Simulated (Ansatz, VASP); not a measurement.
## Hf: VASP beside Ansatz

```xyz
1
Lattice="-1.7793 1.7793 1.7793 1.7793 -1.7793 1.7793 1.7793 1.7793 -1.7793" Properties=species:S:1:pos:R:3 pbc="T T T"
Hf    0.0000    0.0000    0.0000
```

Alike in both runs: task single point; functional PBEsol; k mesh 16 × 16 × 16; occupations gaussian, width 0.1 eV; no spin polarisation.

|  | VASP | Ansatz |
| --- | --- | --- |
| version | VASP 6.6.1 | Ansatz 0.2.0 |
| potentials or method | VASP PAW PBE potentials, release 64 (Hf_pv) | scalar-relativistic, plane waves, PAW |
| plane-wave cutoff (eV) | 520 | 420 |
| valence electrons in the cell | 10 | 26 |

```csv
,VASP,Ansatz,Ansatz less VASP
gap on the k mesh at the Fermi level (eV),none,none,-
pressure (GPa),-6.0,-5.7,+0.31
```

A gap of «none» marks a metal or a gap that the smearing closes. The two sets of potentials don't hold the same shells in valence.

Caveats: the PAW data sets were made with another functional, which shifts forces and pressure a little (VASP). The runs have no spin-orbit coupling, so splittings on Hf are missing.
